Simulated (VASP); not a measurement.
Re:

```xyz
1
Lattice="0.0000 1.9750 1.9750 1.9750 0.0000 1.9750 1.9750 1.9750 0.0000" Properties=species:S:1:pos:R:3 pbc="T T T"
Re    0.0000    0.0000    0.0000
```

This isn't the form of Re at room conditions, which is hcp.

```yaml
Program: VASP 6.6.1
Task: relaxation of cell and atoms
Functional: r2SCAN
Potentials_or_basis: VASP PAW PBE potentials, release 64 (Re)
Cutoff: 600 eV
k_mesh: 12 × 12 × 12
Occupations: methfessel-paxton, width 0.1 eV
Spin: no spin polarisation
```

At the start: pressure -15.5 GPa; volume 15.41 Å³/atom.

Where does the relaxation end?

Over 5 steps the energy falls by 32.9 meV/atom and the volume is 14.76 Å³/atom (-4.2 %); space group Fm-3m (No. 225, to 0.05 Å).

Step by step:
```
step  energy change (eV)  largest force (eV/Å)  pressure (GPa)  volume (Å³)
   1              0.0000                0.0000          -15.52        15.41
   2              0.6538                0.0000          105.85        12.31
   3             -0.0326                0.0000           -1.39        14.81
   4             -0.0329                0.0000           -0.29        14.77
   5             -0.0329                0.0000            0.04        14.76
```

Final structure:
```
Re
1.0
     0.00000    1.94672    1.94672
     1.94672    0.00000    1.94672
     1.94672    1.94672    0.00000
Re
1
Direct
  0.00000 0.00000 0.00000
```

Caveat: the PAW data sets were made with another functional, which shifts forces and pressure a little.
